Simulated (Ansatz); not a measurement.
**Relaxing B**

The calculation used DFT PBE, scalar-relativistic, plane waves, PAW in Ansatz. Cutoff 420 eV, Γ-centred k mesh, Gaussian smearing, no spin polarisation in the final step.

A relaxed cell is given with its space group left out.

```yaml
crystal:
  lattice:
    - [1.44547, 0.83454, 2.78181]
    - [-1.44547, 0.83454, 2.78181]
    - [0.00000, -1.66908, 2.78181]
  atoms:
    - { symbol: B, position: [0.00000, 0.00000, 0.00000] }
    - { symbol: B, position: [0.19729, 0.19729, 0.19729] }
    - { symbol: B, position: [0.80271, 0.80271, 0.80271] }
```

Energies count from the standard state of B at the same level.

**Question.** What space group does it have?

**Answer.** R-3m (No. 166). Conventional cell: a = 2.891 Å, c = 8.345 Å. B on Wyckoff site a (1 atom of the primitive cell) has 2 B at 1.65 Å and 6 B at 2.02 Å; B on Wyckoff site c (2 atoms of the primitive cell) has 1 B at 1.65 Å, 3 B at 1.75 Å and 3 B at 2.02 Å.

**Question.** How far above the standard state of B does it lie?

**Answer.** 0.36 eV/atom.

**Question.** Is it a metal?

**Answer.** Yes, bands cross the Fermi level on the 21×21×21 mesh.

The final run used a 21×21×21 mesh on its 3-atom cell and 0.10 eV smearing. For metals, differences of a few meV/atom aren't resolved. The cell came from a trial start, so B may not exist in this structure.